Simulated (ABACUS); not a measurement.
Runs of ABACUS 3.10.1 on HfN. Symmetry: Fm-3m, No. 225, cubic system. The conventional cell has a = 4.512 Å, b = 4.512 Å, c = 4.512 Å, α = 90.00°, β = 90.00°, γ = 90.00°. Hf (site symmetry m-3m) has 6 N at 2.26 Å as nearest neighbours. Around N (site symmetry m-3m) lie 6 Hf at 2.26 Å. 

| task | level | potentials or basis | cell | k mesh | cutoff (eV) | radial cutoff of the potentials (pseudo_rcut) | SCF threshold on the density | eigensolver | symmetry key | max steps of the relaxation | gap on the mesh (eV) | pressure (GPa) | V0 of scaled cells (Å³/atom) | B0 (GPa) |
| --- | --- | --- | --- | --- | --- | --- | --- | --- | --- | --- | --- | --- | --- | --- |
| single point | PBE | PseudoDojo NC SR 0.4.1 PBE standard, DZP LCAO (the cutoffs set its grid) | as given | 10 × 10 × 10 | 1361 | 10 bohr | 1e-07 | genelpa | 1 | - | none | 6.9 | - | - |
| single point | PBE | PseudoDojo NC SR 0.4.1 PBE standard, plane waves | as given | 10 × 10 × 10 | 1143 | 10 bohr | 1e-08 | dav | 1 | - | none | 5.9 | - | - |
| equation of state | PBE | PseudoDojo NC SR 0.4.1 PBE standard, DZP LCAO (the cutoffs set its grid) | as given | 10 × 10 × 10 | 1361 | 10 bohr | 1e-07 | genelpa | 1 | - | - | - | 11.77 | 264 |
| equation of state | PBE | PseudoDojo NC SR 0.4.1 PBE standard, plane waves | as given | 10 × 10 × 10 | 1143 | 10 bohr | 1e-08 | dav | 1 | - | - | - | 11.73 | (a) |
| single point | LDA | PseudoDojo NC SR 0.4.1 LDA standard, plane waves | as given | 8 × 8 × 8 | 1143 | 7 bohr | 1e-08 | dav | 1 | - | none | (b) | - | - |
| relaxation of cell and atoms | LDA | PseudoDojo NC SR 0.4.1 LDA standard, plane waves | relaxed | 8 × 8 × 8 | 1143 | 7 bohr | 1e-08 | dav | 1 | 60 | none | 0.0 | - | - |

Alike in all rows: no spin polarisation; smearing fermi-dirac 0.05 eV.

Task: Estimate the missing entries.

Result: (a) 266; (b) -11.9.

Caveats: the atomic orbitals were generated for these runs and aren't a published set (some runs); the basis of atomic orbitals isn't converged, which shifts pressures, moduli and gaps (some runs).

A k mesh can miss the band edges, and the runs leave out spin-orbit coupling on Hf.

A gap of «none» marks a metal or a gap under the smearing width.

Not every run made on this cell is shown here.
